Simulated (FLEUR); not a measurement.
MnO2: equation of state with LDA

Crystal: MnO2.

```
Mn O
1.0
     2.85658    0.00000    0.00000
    -1.42829    2.47387    0.00000
     0.00000    0.00000    4.60137
Mn O
1 2
Direct
  0.00000 0.00000 0.50000
  0.33333 0.66667 0.70629
  0.66667 0.33333 0.29371
```

Measurements of this composition are mostly on another form, of space group No. 136.

```json
{"Program": "FLEUR MaX-R8.1 (later development tree)", "Task": "equation of state", "Functional": "LDA", "Potentials or basis": "all-electron", "Basis": "FLAPW", "Kmax": "5.36 1/bohr", "k mesh": "11 × 11 × 6", "Occupations": "fermi-dirac, width 0.05 eV", "Spin": "collinear spin, program default start"}
```

- Equilibrium volume: 10.39 Å³/atom
- Bulk modulus at fixed shape and positions: 226 GPa
- Pressure derivative of the bulk modulus: 4.6 (rough: it moves with the points fitted)

Energy against volume, from the lowest point:
| volume (Å³/atom) | energy (meV/atom) |
| --- | --- |
| 10.189 | 2.77 |
| 10.405 | 0.00 |
| 10.839 | 12.65 |
| 11.273 | 45.45 |
| 11.489 | 68.00 |

Caveat: the cell was scaled at fixed shape and fractional positions, which overstates the stiffness of a crystal with free parameters, most of all of layers and chains.
